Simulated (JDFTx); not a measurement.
**PbS (Galena) under changes of volume**

One of the cells (26.086 Å³/atom); the others are scaled copies at fixed shape and fractional positions:

```xyz
2
Lattice="0.0000 2.9657 2.9657 2.9657 0.0000 2.9657 2.9657 2.9657 0.0000" Properties=species:S:1:pos:R:3 pbc="T T T"
Pb    0.0000    0.0000    0.0000
S     2.9657    2.9657    2.9657
```

```yaml
Program: JDFTx 1.7.0 (patched build)
Functional: r2SCAN
Potentials_or_basis: SG15-PBE-1.2 with smoothed tails
Cutoff: 1088 eV
Density_cutoff: 8708 eV
k_mesh: 6 × 6 × 6
Occupations: fermi-dirac, width 0.05 eV
Spin: no spin polarisation
```

```csv
volume (Å³/atom),energy over the lowest point (meV/atom),pressure (GPa),gap on the mesh (eV)
24.521,21.37,4.4,0.52
25.042,9.50,2.8,0.61
25.564,?,?,?
26.086,0.00,0.1,0.76
26.607,1.47,-1.0,0.83
27.129,6.46,-2.1,0.89
27.651,14.65,-3.0,0.94
```

Task: What does the run at 25.564 Å³/atom give?

Result: Energy over the lowest point 2.55 meV/atom; pressure 1.4 GPa; gap on the mesh 0.69 eV.

Worked out: A Birch-Murnaghan fit of order 3 (a polynomial in V^(-2/3)) to the other rows has its minimum at 26.15 Å³/atom with B0 = V·E''(V) = 60 GPa and B' = 4.5. It gives 2.54 meV/atom at 25.564 Å³/atom, against the run's 2.55, and -dE/dV = 1.4 GPa, against 1.4. A parabola through the other rows of the gap, of slope 3.77 eV per unit of ln V (its deformation potential) there, gives 0.69 eV, against the run's 0.69.

Energies are extrapolated to zero smearing.

Caveats: the potentials were made for another functional, which shifts forces and pressure; spin-orbit coupling is left out, which as a rule narrows the gap of such compounds by several tenths of an eV.

A mesh can miss the band edges.
